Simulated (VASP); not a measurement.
The system is Se.

```
Se
1.0
     4.36620    0.00000    0.00000
    -2.18310    3.78124    0.00000
     0.00000    0.00000    4.95360
Se
3
Direct
  0.22540 0.00000 0.33333
  0.00000 0.22540 0.66667
  0.77460 0.77460 0.00000
```

| Property | Result |
| --- | --- |
| Program | VASP 6.6.1 |
| Task | relaxation of cell and atoms |
| Functional | LDA |
| Potentials or basis | VASP PAW LDA potentials, release 64 (Se) |
| Cutoff | 600 eV |
| k mesh | 9 × 9 × 6 |
| Occupations | gaussian, width 0.03 eV |
| Spin | no spin polarisation |

At the start: pressure -1.1 GPa; volume 27.26 Å³/atom.

Task: Where does the relaxation end?

Result: Over 17 steps the energy falls by 51.4 meV/atom and the volume is 23.04 Å³/atom (-15.5 %); space group P3_121 (No. 152, to 0.05 Å).

The path:
```tsv
step	energy change (eV)	largest force (eV/Å)	pressure (GPa)	volume (Å³)
1	0.0000	0.2630	-1.07	81.78
2	-0.0285	0.3225	-0.58	79.65
3	-0.0840	0.5164	1.66	73.42
4	0.0882	0.8799	11.28	61.76
5	-0.0778	0.6500	2.81	71.88
6	-0.0866	0.6023	2.66	71.59
7	-0.1091	0.4715	2.33	70.73
8	-0.1371	0.2563	1.91	68.99
9	-0.1308	0.0293	2.17	65.50
10	-0.1440	0.1142	1.90	67.39
11	-0.1499	0.0696	1.15	68.15
12	-0.1532	0.0180	-0.18	69.63
13	-0.1533	0.0030	0.04	69.38
14	-0.1533	0.0005	0.07	69.34
15	-0.1535	0.0005	0.06	69.31
16	-0.1538	0.0008	0.05	69.25
17	-0.1541	0.0011	0.01	69.11
```

Final structure:
```
Se
1.0
     3.94668    0.00000    0.00000
    -1.97334    3.41792    0.00000
     0.00000    0.00000    5.12302
Se
3
Direct
  0.25629 0.00000 0.33333
  0.00000 0.25629 0.66667
  0.74371 0.74371 0.00000
```

Caveat: the volume moved by over 15 % at a fixed basis, so the end points are rough; the volume moved by -15 % from the deposited cell, more than functionals usually miss.
